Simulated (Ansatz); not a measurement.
# GaAs (I-4m2) in Ansatz: further runs

One crystal, GaAs, is run at these levels: PBE; tasks: single point.

Program: Ansatz 0.2.0. These are calculated values, not measurements. Logs are shortened: lines on timing, memory, paths and dates and some standing lists are left out, and cuts for length are marked.

**1. The cell of the first run**

The structure is tetragonal, space group I-4m2 (No. 119). Conventional cell: a = 3.998 Å, b = 3.998 Å, c = 5.541 Å, α = 90.00°, β = 90.00°, γ = 90.00°. As (site symmetry -4m2) has 4 Ga at 2.43 Å as nearest neighbours. Around Ga (site symmetry -4m2) lie 4 As at 2.43 Å.

**2. Single point, PBE (strained by -2 %)**

Input file input.yaml:

```yaml
crystal:
  lattice:
    - [0.0, 2.82685, 2.82685]
    - [2.770313, 0.0, 2.82685]
    - [2.770313, 2.82685, 0.0]
  atoms:
    - { symbol: As, position: [0.75, 0.75, 0.75] }
    - { symbol: Ga, position: [0.0, 0.0, 0.0] }
hamiltonian:
  xc: pbe
  pseudopotentials: { kind: paw }
kpoints:
  mp_grid: { grid: [8, 8, 8] }
scf:
  occupations: { method: fermi_dirac, width: 0.05 }
output:
  forces: true
  stress: true
  eigenvalues: true
```

Potentials or basis: Ansatz PAW.

Run with:

```
$ ansatz run input.yaml --threads 2 --pin off --max-ram 5632MiB --backend cpu --events-out ev --progress --plain --runs-dir out
```

What it wrote:

```text
Warning: RAYON_NUM_THREADS=2 ignored (pool sized by the plan → 2); use --threads N
Engine: ansatz 0.2.0, aarch64-unknown-linux-gnu
Pseudopotentials: kind: paw
Pseudopotential: As, paw, valence charge 15, recommended cutoff 420 eV (normal), As.paw.azcp
Pseudopotential: Ga, paw, valence charge 13, recommended cutoff 420 eV (normal), Ga.paw.azcp
Functional definition: PBE
  parameter kappa = 0.804
  parameter beta = 0.06672455060314922
  exchange = pbe_x(kappa = kappa, mu = beta*pi^2/3)
  correlation = pbe_c(beta = beta)
Crystal: 2 atoms, lattice volume = 44.276 Å³
Basis set: ecut = 420 eV, 877 PW (Γ), exchange–correlation on 54×54×54 points (8 copies of the dense FFT grid, shifted against one another)
Bands: 18, of which v1, the nominal top of the filled ones, is band 14 counted from 1 (13 counted from 0)
Symmetry: 8 space group operations
Space group: I-4m2 (ITA 119), of the structure as read, at distance tolerance 3.5e-5 Å
k-points: 59 of 512 (time reversal used)
Non-local potential: As, projectors of the file, l = 0: 2, l = 1: 2, l = 2: 3, l = 3: 1
Non-local potential: Ga, projectors of the file, l = 0: 2, l = 1: 2, l = 2: 3, l = 3: 1
PAW form: soft (Blöchl's): semilocal exchange-correlation on the pseudo side does not see the compensation charge
PAW one-centre angular grid: As, 590 points (default); XC on 64 Gauss nodes
PAW one-centre angular grid: Ga, 590 points (default); XC on 64 Gauss nodes
Initial density: superposition of atomic densities (neutral atoms: chi_scale 0, normalization atom), corrected by the library's trained network
Initial wavefunctions: pseudopotential atomic-orbital guess
Functional: x = pbe(κ = 0.804, μ = 0.2195149727645171), c = pbe(β = 0.06672455060314922)
SCF iter   1: F=—  HF=-8639.810064 eV  |F-HF|=—  |Δ(HF+E_count)|=         —  Δρ=1.71e-3  dr2=2.15e-3  ethr=1.77e-3  ⟨swp⟩=5.8  Hψ=5099  notcnv=0
preconditioner: auto → none  [insulator: Δε(μ)=0.581 eV  Ē_g=15.587 eV  σ=0.050 eV  W_gap=0.99  n_scr=14 (ndim 8)  ℏωp=23.7 eV  f_vac=0.080  D(μ)=0.00/eV (n_scr^D=0)  ε∞_Penn≈3.3]
SCF iter   2: F=—  HF=-8639.809056 eV  |F-HF|=—  |Δ(HF+E_count)|=   1.01e-3  Δρ=8.79e-4  dr2=2.96e-4  ethr=7.68e-6  ⟨swp⟩=2.0  Hψ=2105  notcnv=0
SCF iter   3: F=—  HF=-8639.808964 eV  |F-HF|=—  |Δ(HF+E_count)|=   9.18e-5  Δρ=2.56e-4  dr2=3.47e-5  ethr=1.06e-6  ⟨swp⟩=2.0  Hψ=1593  notcnv=0
SCF iter   4: F=—  HF=-8639.808987 eV  |F-HF|=—  |Δ(HF+E_count)|=   2.34e-5  Δρ=1.21e-4  dr2=7.78e-6  ethr=1.24e-7  ⟨swp⟩=2.8  Hψ=1570  notcnv=0
SCF iter   5: F=—  HF=-8639.808994 eV  |F-HF|=—  |Δ(HF+E_count)|=   6.62e-6  Δρ=2.77e-5  dr2=3.66e-7  ethr=2.78e-8  ⟨swp⟩=2.0  Hψ=1298  notcnv=0
SCF iter   6: F=-8639.808994 eV  HF=-8639.808994 eV  |F-HF|=8.34e-9  |Δ(HF+E_count)|=   4.28e-7  Δρ=2.93e-6  dr2=4.87e-9  ethr=3.57e-10  ⟨swp⟩=5.1  Hψ=4653  notcnv=0
SCF 1 converged in 6 iterations: F = -8639.808994 eV  dr2 = 4.87e-9
SCF converged after 6 iterations
Free energy (F): -8639.808994 eV
Harris-Foulkes:  -8639.808994 eV  (|F-HF|=8.34e-9)
Internal energy: -8639.808985 eV  (E = F + TS)
E sigma→0 (E₀):  -8639.808990 eV
Entropy (-TS):   -0.000009 eV (-0.004 meV/atom)
Fermi energy:    8.838326 eV
--- Per-component energies (eV) ---
  E_band       = -305.296858
  E_kinetic    = 220.056787
  E_local      = -3885.639970  (includes V_loc(G=0)·N_el)
  E_nonlocal   = -245.813191
  E_hartree    = 1961.676657
  E_xc         = -148.800362
  E_vxc        = -137.939405  (∫ρ·V_xc dr)
  E_paw        = -3824.157916  (= ΣΔE_a)
  E_vpaw       = -179.316039  (= ΣTr[D̂ρ^β])
  E_aug_tail   = -0.000103  (compensation charges beyond the density's cutoff)
  E_ewald      = -2717.130887
  E_smearing   = -0.000009  (= −TS)
  E_closure    = 0.000000  (closes the sum)
  Σ components = -8639.808994   (vs F -8639.808994, Δ=0.00e0)
--- Forces (eV/Å), atoms counted from 1 ---
  atom   1  As     0.00000000    -0.00000000     0.00000000
  atom   2  Ga     0.00000000     0.00000000    -0.00000000
  max |Σ_I F_I| component: 5.51e-17 eV/Å
--- Stress (GPa, compression-positive) ---
        5.634532       0.000000       0.000000
        0.000000       4.486028       0.000000
        0.000000       0.000000       4.486028
  P = ⅓ Tr σ = 4.8689 GPa (48.689 kbar)
--- Band table (eV; the first three rows and the last of 59) ---
  k-point 0: bands = ["-26.6978", "-26.6958", "-26.6958", "-26.6872", "-26.6847", "-6.3595", "-6.3595", "-6.3544", "-6.2754", "-6.2723", "-4.4118", "8.4240", "8.4240", "8.5380", "9.1273", "12.1730", "12.2268", "12.2268"]
  k-point 1: bands = ["-26.6977", "-26.6957", "-26.6957", "-26.6872", "-26.6847", "-6.3733", "-6.3556", "-6.3521", "-6.2758", "-6.2724", "-4.2233", "6.5081", "8.1723", "8.2660", "10.1515", "12.5268", "12.5777", "12.7271"]
  k-point 2: bands = ["-26.6975", "-26.6955", "-26.6953", "-26.6871", "-26.6847", "-6.4061", "-6.3472", "-6.3440", "-6.2756", "-6.2716", "-3.6974", "4.2866", "7.7022", "7.8288", "9.9783", "13.0658", "13.1069", "14.5226"]
  k-point 58: bands = ["-26.6961", "-26.6954", "-26.6950", "-26.6873", "-26.6842", "-6.4655", "-6.3233", "-6.3102", "-6.2826", "-6.2725", "-1.7792", "1.7246", "4.8367", "5.0252", "13.3244", "13.3324", "14.1318", "14.6842"]
```

Run time: 1.7 s. Hardware: 2 threads of Arm Neoverse V2, shared host; peak memory 0.35 GiB.

What came out:

| Property | Result |
| --- | --- |
| Free energy | -8639.8090 eV |
| Pressure | 4.9 GPa |
| Band gap on the k mesh | 0.59 eV, direct |

Stress tensor (GPa, compression positive):
```
5.63 0.00 0.00
0.00 4.49 0.00
0.00 0.00 4.49
```

A k mesh can miss the band edges.

**3. Single point, PBE (strained by -1 %)**

input.yaml: that of step 2 with these lines changed.

```diff
@@ -3,4 +3,4 @@
     - [0.0, 2.82685, 2.82685]
-    - [2.770313, 0.0, 2.82685]
-    - [2.770313, 2.82685, 0.0]
+    - [2.7985815, 0.0, 2.82685]
+    - [2.7985815, 2.82685, 0.0]
   atoms:
```

Potentials or basis: Ansatz PAW.

Run with:

```
$ ansatz run input.yaml --threads 2 --pin off --max-ram 5632MiB --backend cpu --events-out ev --progress --plain --runs-dir out
```

It took 1.9 s on 2 threads of Arm Neoverse V2, shared host; peak memory 0.35 GiB.

It converged, with:

| Property | Result |
| --- | --- |
| Free energy | -8639.8232 eV |
| Pressure | 4.0 GPa |
| Band gap on the k mesh | 0.55 eV, direct |

Stress tensor (GPa, compression positive):
```
4.44 0.00 0.00
0.00 3.86 0.00
0.00 0.00 3.86
```

Levels at points of the mesh, in eV from the valence-band top:
| k point | band 10 | band 11 | band 12 | band 13 | band 14 | band 15 | band 16 | band 17 | band 18 |
| --- | --- | --- | --- | --- | --- | --- | --- | --- | --- |
| (0.00, 0.00, 0.00) | -14.76 | -12.84 | -0.06 | -0.06 | 0.00 | 0.55 | 3.69 | 3.71 | 3.71 |
| (0.00, 0.00, -0.50) | -14.75 | -11.04 | -6.73 | -1.23 | -1.15 | 0.99 | 4.58 | 4.65 | 7.73 |
| (0.00, -0.50, -0.50) | -14.74 | -10.27 | -6.85 | -2.79 | -2.79 | 1.37 | 1.56 | 10.22 | 10.22 |
| (-0.50, 0.00, -0.50) | -14.75 | -10.31 | -6.92 | -2.73 | -2.72 | 1.43 | 1.65 | 10.18 | 10.24 |

A k mesh can miss the band edges.

**4. Single point, PBE (strained by +1 %)**

input.yaml: that of step 3 with these lines changed.

```diff
@@ -3,4 +3,4 @@
     - [0.0, 2.82685, 2.82685]
-    - [2.7985815, 0.0, 2.82685]
-    - [2.7985815, 2.82685, 0.0]
+    - [2.8551185, 0.0, 2.82685]
+    - [2.8551185, 2.82685, 0.0]
   atoms:
```

Run with:

```
$ ansatz run input.yaml --threads 2 --pin off --max-ram 5632MiB --backend cpu --events-out ev --progress --plain --runs-dir out
```

Wall time 1.8 s (2 threads of Arm Neoverse V2, shared host); peak memory 0.35 GiB.

The run converged. Its results:

* Free energy: -8639.8417 eV
* Pressure: 2.5 GPa
* Band gap on the k mesh: 0.42 eV, direct

Stress tensor (GPa, compression positive):
```
2.13 0.00 0.00
0.00 2.73 0.00
0.00 0.00 2.73
```

Levels at points of the mesh, in eV from the valence-band top:
```
             k point  band 12  band 13  band 14  band 15  band 16  band 17
  (0.00, 0.00, 0.00)    -0.06     0.00     0.00     0.42     3.71     3.71
 (0.00, 0.00, -0.50)    -6.60    -1.18    -1.10     0.95     4.59     4.66
(0.00, -0.50, -0.50)    -6.82    -2.62    -2.62     1.51     1.71    10.07
(-0.50, 0.00, -0.50)    -6.76    -2.68    -2.68     1.45     1.62    10.04
```

**5. The runs side by side**

```csv
cell,gap on the mesh (eV),pressure (GPa)
strained by -2 %,0.59,4.9
strained by -1 %,0.55,4.0
strained by +1 %,0.42,2.5
```

Alike in all rows: task single point; level PBE; potentials or basis Ansatz PAW; no spin polarisation; k mesh 8 × 8 × 8; cutoff (eV) 420; smearing fermi-dirac 0.05 eV.

Total energies depend on the potentials used, so only differences within one code and one set of settings carry meaning.
